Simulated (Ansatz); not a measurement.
# InP: the cost of one run

Computed with Ansatz 0.2.0 (DFT, PBE, plane-wave PAW, default files, scalar-relativistic, unless a step's input says otherwise).

## Step 1: The starting structure

It takes space group Fm-3m (No. 225, cubic). Conventional cell: a = 5.710 Å, b = 5.710 Å, c = 5.710 Å, α = 90.00°, β = 90.00°, γ = 90.00°. Around In (site symmetry m-3m) lie 6 P at 2.85 Å. P (site symmetry m-3m) has 6 In at 2.85 Å as nearest neighbours.

Structure file:

```cif
data_structure
_symmetry_space_group_name_H-M 'P 1'
_symmetry_Int_Tables_number 1
_cell_length_a 4.0376
_cell_length_b 4.0376
_cell_length_c 4.0376
_cell_angle_alpha 60.000
_cell_angle_beta 60.000
_cell_angle_gamma 60.000
_cell_volume 46.54
loop_
_atom_site_label
_atom_site_type_symbol
_atom_site_fract_x
_atom_site_fract_y
_atom_site_fract_z
_atom_site_occupancy
In1 In 0.00000 0.00000 0.00000 1
P1 P 0.50000 0.50000 0.50000 1
```

## Step 2: Relaxation of the positions

input.yaml

```yaml
crystal:
  lattice:
    - [0.0, 2.855, 2.855]
    - [2.855, 0.0, 2.855]
    - [2.855, 2.855, 0.0]
  atoms:
    - { symbol: In, position: [0.0, 0.0, 0.0] }
    - { symbol: P, position: [0.5, 0.5, 0.5] }
kpoints:
  mp_grid: { grid: [6, 6, 6] }
scf:
  occupations: { method: fermi_dirac, width: 0.02 }
hamiltonian:
  xc: pbe
  pseudopotentials: { kind: paw }
output:
  forces: true
  stress: true
  populations: true
  efg: { quadrupole_moments_barn: { In: 0.772 }, contact_densities: true }
relax:
  f_tol: 0.02
  max_steps: 60
```

The run is started by

```sh
$ ansatz run input.yaml --threads 1 --pin off --max-ram 2560MiB --backend cpu --events-out ev --progress --plain --runs-dir out
```

What time and memory should one allow on 1 thread of an x86-64 CPU, shared host?

About 3.1 s, with a peak of 0.41 GiB.
